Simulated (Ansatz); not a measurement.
Tuning gaps by epitaxial strain

Plane-wave DFT in Ansatz, PBE, scalar-relativistic PAW potentials, cutoff 420 eV, no spin-orbit coupling; no spin polarisation. Equal strain along a and b of the conventional cell, c and the atoms relaxed; gaps sought over the whole zone.

```csv
crystal,strain: gap (eV)
GaN (P6_3mc),-6.0 %: 1.710; -4.0 %: 1.793; -2.0 %: 1.787; +0.0 %: 1.710; +2.0 %: 1.471; +4.0 %: 1.203; +6.0 %: 0.948
ZnS (F-43m),-3.0 %: 2.034; -2.0 %: 2.032; -1.0 %: 2.025; +0.0 %: 2.018; +1.0 %: 1.933; +2.0 %: 1.852; +3.0 %: 1.775
ZnO (P6_3mc),-6.0 %: 0.613; -4.0 %: 0.671; -2.0 %: 0.716; +0.0 %: 0.744; +2.0 %: 0.753; +4.0 %: 0.749; +6.0 %: 0.742
SnO (P4/nmm),-6.0 %: 0.254; -4.0 %: 0.176; -2.0 %: 0.290; +0.0 %: 0.494; +2.0 %: 0.734; +4.0 %: 0.947; +6.0 %: 1.133
SiC (F-43m),-3.0 %: 1.067; -2.0 %: 1.172; -1.0 %: 1.273; +0.0 %: 1.373; +1.0 %: 1.214; +2.0 %: 1.063; +3.0 %: 0.920
```

**Question.** What are the slopes on either side of zero strain, and why can they differ?

**Answer.** GaN (P6_3mc) -39 and -120; ZnS (F-43m) -7 and -85; ZnO (P6_3mc) +14 and +5; SnO (P4/nmm) +102 and +120; SiC (F-43m) +100 and -159 meV per % (over the first step on the compressive side, then on the tensile side; a positive slope means the gap grows as the plane is stretched). The slope drops from the first side to the second in GaN (P6_3mc), ZnS (F-43m), SiC (F-43m). The gap is the smallest distance between any valence top and conduction valley, so its slope drops where another pair takes over. In ZnS (F-43m), SiC (F-43m) the shear part of the strain lowers the cubic symmetry and splits a degenerate band edge or a set of equal valleys, and whichever member moves into the gap sets it on each side of zero. In GaN (P6_3mc) the strain keeps the symmetry, so nothing splits at zero; most likely two bands or valleys cross within a step of it. A crossing can only lower the slope, so where it rises, as in SnO (P4/nmm), the cause is curvature. Relaxations kept the strained cell's symmetry, so distortions at large strain weren't sought, and coherent films seldom hold more than 2 to 3 %. Splitting by shear is how strain cuts scattering and transport mass in Si and Ge channels; masses under strain weren't computed. The slope of one pair of band edges is as a rule more reliable than the Kohn–Sham gap, while the strain at which pairs cross shifts with the functional.

Cost: about 23 core-minutes for the runs cited, on Arm Neoverse V2, Arm Neoverse V1, Intel Xeon Platinum 8375C (Ice Lake) and other processors (shared hosts).